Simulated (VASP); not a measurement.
# Mo2S (Fm-3m) in VASP: density of states with PBE

Aim: the density of states of Mo2S with PBE.

Program: VASP 6.6.1. These are calculated values, not measurements. Logs are shortened: lines on timing, memory, paths and dates and some standing lists are left out, and cuts for length are marked.

**1. The structure**

It takes space group Fm-3m (No. 225, cubic). Conventional cell: a = 6.678 Å, b = 6.678 Å, c = 6.678 Å, α = 90.00°, β = 90.00°, γ = 90.00°. S (site symmetry m-3m) has 8 Mo at 2.89 Å as nearest neighbours. Around Mo (site symmetry -43m) lie 4 S at 2.89 Å.

The cell was built by a generator and needn't be a form met in nature.

**2. Density of states, PBE, collinear spin, typed start**

Contents of POSCAR:

```
Mo2S
1.0
    0.0000000000      3.3391522700      3.3391522700
    3.3391522700      0.0000000000      3.3391522700
    3.3391522700      3.3391522700      0.0000000000
S Mo
1 2
Direct
    0.0000000000      0.0000000000      0.0000000000
    0.2500000000      0.2500000000      0.2500000000
    0.7500000000      0.7500000000      0.7500000000
```

Contents of INCAR.step1:

```
PREC = Accurate
ENCUT = 520
EDIFF = 1E-6
ISMEAR = 0
SIGMA = 0.0225
LREAL = False
LASPH = True
NELM = 150
ALGO = Normal
ISIF = 2
LWAVE = False
LCHARG = True
ISPIN = 2
MAGMOM = 0 2 2
LMAXMIX = 4
GGA = PE
NBANDS = 28
```

Contents of KPOINTS.step1:

```
Automatic mesh
0
Gamma
  6 6 6
```

Contents of INCAR.step2:

```
PREC = Accurate
ENCUT = 520
EDIFF = 1E-6
ISMEAR = -5
SIGMA = 0.0225
LREAL = False
LASPH = True
NELM = 150
ALGO = Normal
ISIF = 2
LWAVE = False
LCHARG = False
ISPIN = 2
MAGMOM = 0 2 2
LORBIT = 11
LMAXMIX = 4
GGA = PE
NBANDS = 28
NEDOS = 2001
ICHARG = 11
```

Contents of KPOINTS.step2:

```
Automatic mesh
0
Gamma
  9 9 9
```

Potentials or basis: VASP PAW PBE potentials, release 64 (S, Mo_sv).

Run with:

```sh
$ cat potpaw_PBE.64/S/POTCAR potpaw_PBE.64/Mo_sv/POTCAR > POTCAR
$ cp INCAR.step1 INCAR
$ cp KPOINTS.step1 KPOINTS
$ mpirun -np 1 vasp_std > vasp.out
$ cp INCAR.step2 INCAR
$ cp KPOINTS.step2 KPOINTS
$ mpirun -np 1 vasp_std > vasp.out
```

OUTCAR:

```text
PREC = Accurate
   ENCUT = 520
   EDIFF = 1E-6
   ISMEAR = -5
   LREAL = False
   LASPH = True
   NELM = 150
   ISIF = 2
   ISPIN = 2
   LORBIT = 11
   GGA = PE
   ICHARG = 11

 ion  position               nearest neighbor table
   1  0.000  0.000  0.000-   3 2.89   3 2.89   3 2.89   2 2.89   3 2.89   2 2.89   2 2.89   2 2.89

   2  0.250  0.250  0.250-   1 2.89   1 2.89   1 2.89   1 2.89   3 3.34   3 3.34   3 3.34   3 3.34
                             3 3.34   3 3.34
   3  0.750  0.750  0.750-   1 2.89   1 2.89   1 2.89   1 2.89   2 3.34   2 3.34   2 3.34   2 3.34
                             2 3.34   2 3.34

  LATTYP: Found a face centered cubic cell.
 ALAT       =     6.6783045400

  Lattice vectors:

 A1 = (   0.0000000000,   3.3391522700,   3.3391522700)
 A2 = (   3.3391522700,   0.0000000000,   3.3391522700)
 A3 = (   3.3391522700,   3.3391522700,   0.0000000000)

Analysis of symmetry for initial positions (statically):
=====================================================================
 Subroutine PRICEL returns:
 Original cell was already a primitive cell.

 Routine SETGRP: Setting up the symmetry group for a
 face centered cubic supercell.

 Subroutine GETGRP returns: Found 48 space group operations
 (whereof 48 operations were pure point group operations)
 out of a pool of 48 trial point group operations.

The static configuration has the point symmetry O_h .

Analysis of symmetry for dynamics (positions and initial velocities):
=====================================================================
 Subroutine PRICEL returns:
 Original cell was already a primitive cell.

 Routine SETGRP: Setting up the symmetry group for a
 face centered cubic supercell.

 Subroutine GETGRP returns: Found 48 space group operations
 (whereof 48 operations were pure point group operations)
 out of a pool of 48 trial point group operations.

The dynamic configuration has the point symmetry O_h .

Analysis of structural, dynamic, and magnetic symmetry:
=====================================================================
 Subroutine PRICEL returns:
 Original cell was already a primitive cell.

 Routine SETGRP: Setting up the symmetry group for a
 face centered cubic supercell.

 Subroutine GETGRP returns: Found 48 space group operations
 (whereof 48 operations were pure point group operations)
 out of a pool of 48 trial point group operations.

The overall configuration has the point symmetry O_h .

 Subroutine INISYM returns: Found 48 space group operations
 (whereof 48 operations are pure point group operations),
 and found     1 'primitive' translations

----------------------------------------------------------------------------------------

                                     Primitive cell

  volume of cell :      74.4627

  direct lattice vectors                    reciprocal lattice vectors
     0.000000000  3.339152270  3.339152270    -0.149738604  0.149738604  0.149738604
     3.339152270  0.000000000  3.339152270     0.149738604 -0.149738604  0.149738604
     3.339152270  3.339152270  0.000000000     0.149738604  0.149738604 -0.149738604

  length of vectors
     4.722274427  4.722274427  4.722274427     0.259354870  0.259354870  0.259354870

  position of ions in fractional coordinates (direct lattice)
     0.000000000  0.000000000  0.000000000
     0.250000000  0.250000000  0.250000000
     0.750000000  0.750000000  0.750000000

  ion indices of the primitive-cell ions
   primitive index   ion index
                 1           1
                 2           2
                 3           3

----------------------------------------------------------------------------------------

 KPOINTS: Automatic mesh

Automatic generation of k-mesh.
 Grid dimensions read from file:
 generate k-points for:    9    9    9

 Generating k-lattice:

  Cartesian coordinates                     Fractional coordinates (reciprocal lattice)
    -0.016637623  0.016637623  0.016637623     0.111111111  0.000000000  0.000000000
     0.016637623 -0.016637623  0.016637623     0.000000000  0.111111111  0.000000000
     0.016637623  0.016637623 -0.016637623     0.000000000  0.000000000  0.111111111

  Length of vectors
     0.028817208  0.028817208  0.028817208

  Shift w.r.t. Gamma in fractional coordinates (k-lattice)
     0.000000000  0.000000000  0.000000000

 TETIRR: Found    115 inequivalent tetrahedra from     4374

 Subroutine IBZKPT returns following result:
 ===========================================

 Found     35 irreducible k-points:

 Following reciprocal coordinates:
            Coordinates               Weight
  0.000000  0.000000  0.000000      1.000000
  0.111111  0.000000  0.000000      8.000000
  0.222222  0.000000  0.000000      8.000000
  0.333333  0.000000  0.000000      8.000000
  0.444444  0.000000  0.000000      8.000000
  0.111111  0.111111  0.000000      6.000000
[... 16 lines left out ...]
 -0.333333  0.333333  0.000000     12.000000
  0.444444  0.444444  0.000000      6.000000
 [... further k-points ...]
   k-points           NKPTS =     35   k-points in BZ     NKDIM =     35   number of bands    NBANDS=     28
   number of dos      NEDOS =   2001   number of ions     NIONS =      3
   total plane-waves  NPLWV =  46656
   dimension x,y,z NGX =    36 NGY =   36 NGZ =   36
   dimension x,y,z NGXF=    72 NGYF=   72 NGZF=   72
   ions per type =               1   2
   NGX,Y,Z   is equivalent  to a cutoff of  12.67, 12.67, 12.67 a.u.
   NGXF,Y,Z  is equivalent  to a cutoff of  25.35, 25.35, 25.35 a.u.
 SYSTEM =  unknown system
   PREC   = accura    normal or accurate (medium, high low for compatibility)
   ISTART =      0    job   : 0-new  1-cont  2-samecut
   ICHARG =     11    charge: 1-file 2-atom 10-const
   ISPIN  =      2    spin polarized calculation?
   LNONCOLLINEAR =      F non collinear calculations
   LSORBIT =      F    spin-orbit coupling
   LASPH  =      T    aspherical Exc in radial PAW
   ENCUT  =  520.0 eV  38.22 Ry    6.18 a.u.   8.78  8.78  8.78*2*pi/ulx,y,z
   NELM   =    150;   NELMIN=  2; NELMDL=  0     # of ELM steps
   EDIFF  = 0.1E-05   stopping-criterion for ELM
   LREAL  =      F    real-space projection
   EDIFFG = 0.1E-04   stopping-criterion for IOM
   NSW    =      0    number of steps for IOM
   IBRION =     -1    ionic relax: 0-MD 1-quasi-New 2-CG
   NFREE  =      0    steps in history (QN), initial steepest desc. (CG)
   ISIF   =      2    stress and relaxation
   ISYM   =      2    0-nonsym 1-usesym 2-fastsym
   POTIM  = 0.5000    time-step for ionic-motion
   TEBEG  =    0.0;   TEEND  =   0.0 temperature during run
   PSTRESS=    0.0 pullay stress
   NELECT =      34.0000    total number of electrons
   NUPDOWN=      -1.0000    fix difference up-down
   EMIN   =  10.00;   EMAX   =-10.00  energy-range for DOS
   EFERMI =   0.00;   METHOD = LEGACY
   ISMEAR =    -5;   SIGMA  =   0.02  broadening in eV -4-tet -1-fermi 0-gaus
   EFERMI_NEDOS =   21; number of points for ismear=-14 and -15
   IALGO  =     38    algorithm
   IMIX   =      4    mixing-type and parameters
     AMIX     =   0.40;   BMIX     =  1.00
     AMIX_MAG =   1.60;   BMIX_MAG =  1.00
  volume/ion in A,a.u.               =      24.82       167.50
  Fermi-wavevector in a.u.,A,eV,Ry     =   1.260632  2.382249 21.622276  1.589192
  Thomas-Fermi vector in A             =   2.394132
   LORBIT       =     11    0 simple, 1 ext, 2 COOP (PROOUT), +10 PAW based schemes
   GGA     = PE    functional components
   LHFCALC =     F    Hartree Fock is set to
   AEXX    =    0.0000 exact exchange contribution
   IVDW    =     0    specifies the selected vdW correction
   LEPSILON=     F    determine dielectric tensor
   LRPA    =     F    only Hartree local field effects (RPA)
 spin polarized calculation
 Fermi weights with tetrahedron method with Bloechl corrections
  energy-cutoff  :      520.00
  volume of cell :       74.46
 maximum number of plane-waves:      2017

 number of electron      34.0000005 magnetization       4.4443936

 Free energy of the ion-electron system (eV)
  ---------------------------------------------------
  ext. energy  EPLUGINS =         0.00000000
  ---------------------------------------------------
  free energy    TOTEN  =       -20.89371086 eV

  energy without entropy =      -20.89371086  energy(sigma->0) =      -20.89371086

 E-fermi :   5.8213     XC(G=0): -10.1247

 val. band max:        5.9237476880   @ k =   0.4444   0.3333   0.1111
 cond. band min:       5.7967202967   @ k =   0.3333   0.0000   0.0000
 fundamental gap:     -0.1270273914
 Fermi energy:         5.8213167895

 spin component 1

 k-point     1 :       0.0000    0.0000    0.0000
  band No.  band energies     occupation
      1     -55.7205      1.00000
      2     -55.6945      1.00000
      3     -29.8760      1.00000
      4     -29.8760      1.00000
      5     -29.8760      1.00000
      6     -29.7741      1.00000
[... 20 lines left out ...]
     27      14.6840      0.00000
[... 691 lines left out ...]
      6     -29.7632      1.00000
[... 20 lines left out ...]
     27      12.3041      0.00000
     28      13.7467      0.00000

 [... further k-points ...]

 spin component 2

 k-point     1 :       0.0000    0.0000    0.0000
  band No.  band energies     occupation
      1     -54.4967      1.00000
      2     -54.4705      1.00000
      3     -28.5237      1.00000
      4     -28.5237      1.00000
      5     -28.5237      1.00000
      6     -28.4177      1.00000
[... 20 lines left out ...]
     27      16.1112      0.00000
[... 691 lines left out ...]
      6     -28.4068      1.00000
[... 20 lines left out ...]
     27      12.9384      0.00000
     28      13.9360      0.00000

 [... further k-points ...]

------------------------ aborting loop because EDIFF is reached ----------------------------------------

  FORCE on cell =-STRESS in cart. coord.  units (eV):
  Direction    XX          YY          ZZ          XY          YZ          ZX
  --------------------------------------------------------------------------------------
  -------------------------------------------------------------------------------------
  Total      -11.8636826    -11.8636826    -11.8636826     -0.0000000      0.0000000      0.0000000
  in kB     -255.2650956   -255.2650956   -255.2650956     -0.0000000      0.0000000      0.0000000
  external PRESSURE =    -255.2650956 kB  Pullay stress =       0.0000000 kB

 VOLUME and BASIS-vectors are now :
 -----------------------------------------------------------------------------
  energy-cutoff  :      520.00
  volume of cell :       74.46
      direct lattice vectors                 reciprocal lattice vectors
     0.000000000  3.339152270  3.339152270    -0.149738604  0.149738604  0.149738604
     3.339152270  0.000000000  3.339152270     0.149738604 -0.149738604  0.149738604
     3.339152270  3.339152270  0.000000000     0.149738604  0.149738604 -0.149738604

 POSITION                                       TOTAL-FORCE (eV/Angst)
 -----------------------------------------------------------------------------------
      0.00000      0.00000      0.00000        -0.000000      0.000000      0.000000
      1.66958      1.66958      1.66958        -0.000000      0.000000     -0.000000
      5.00873      5.00873      5.00873         0.000000     -0.000000      0.000000
 -----------------------------------------------------------------------------------
    total drift:                                0.000000      0.000000      0.000000

  FREE ENERGIE OF THE ION-ELECTRON SYSTEM (eV)
  ---------------------------------------------------
  free  energy   TOTEN  =       -20.8937108559 eV

  energy  without entropy=      -20.8937108559  energy(sigma->0) =      -20.89371086

 total charge

# of ion       s       p       d       tot
------------------------------------------
    1        1.356   2.143   0.000   3.498
    2        2.188   6.030   3.787  12.006
    3        2.188   6.030   3.787  12.006
--------------------------------------------------
tot          5.733  14.202   7.575  27.509

 magnetization (x)

# of ion       s       p       d       tot
------------------------------------------
    1        0.025  -0.093   0.000  -0.068
    2        0.040   0.020   1.777   1.836
    3        0.040   0.020   1.777   1.836
--------------------------------------------------
tot          0.104  -0.054   3.553   3.603
```

Wall time 1.7 min (1 thread of Intel Xeon Platinum 8488C (Sapphire Rapids), shared host); peak memory 0.28 GiB.

What came out:

- Net moment: 4.44 μB per cell
- Site moments: S -0.07; Mo +1.84 μB
- Valence electrons inside the program's atomic spheres: S 3.50; Mo 12.01

States per cell in windows of 1 eV (zero at the Fermi level; states under -8 eV left out):
```
from (eV)    up  down  Mo2_d_up  Mo3_d_up  Mo2_d_down  Mo3_d_down  S1_p_down  S1_p_up
     -8.0  0.00  0.00      0.00      0.00        0.00        0.00       0.00     0.00
     -7.0  0.00  0.00      0.00      0.00        0.00        0.00       0.00     0.00
     -6.0  0.98  0.31      0.04      0.04        0.01        0.01       0.09     0.27
     -5.0  2.02  2.72      0.16      0.16        0.12        0.12       1.01     0.69
     -4.0  0.00  0.00      0.00      0.00        0.00        0.00       0.00     0.00
     -3.0  0.81  0.00      0.25      0.25        0.00        0.00       0.00     0.00
     -2.0  2.49  0.48      0.84      0.84        0.16        0.16       0.00     0.03
     -1.0  4.11  2.37      1.58      1.58        0.71        0.71       0.03     0.04
      0.0  1.69  2.26      0.59      0.59        0.76        0.76       0.05     0.11
      1.0  1.91  3.30      0.62      0.62        1.21        1.21       0.07     0.22
      2.0  0.28  2.39      0.02      0.02        0.84        0.84       0.19     0.02
      3.0  0.52  0.24      0.04      0.04        0.02        0.02       0.01     0.09
      4.0  1.16  0.69      0.12      0.12        0.07        0.07       0.10     0.13
      5.0  0.81  1.20      0.08      0.08        0.15        0.15       0.11     0.05
      6.0  0.74  0.93      0.07      0.07        0.11        0.11       0.06     0.06
      7.0  0.60  0.52      0.05      0.05        0.05        0.05       0.03     0.03
```

Caveat: tetrahedron occupations give inexact forces and stress in metals.
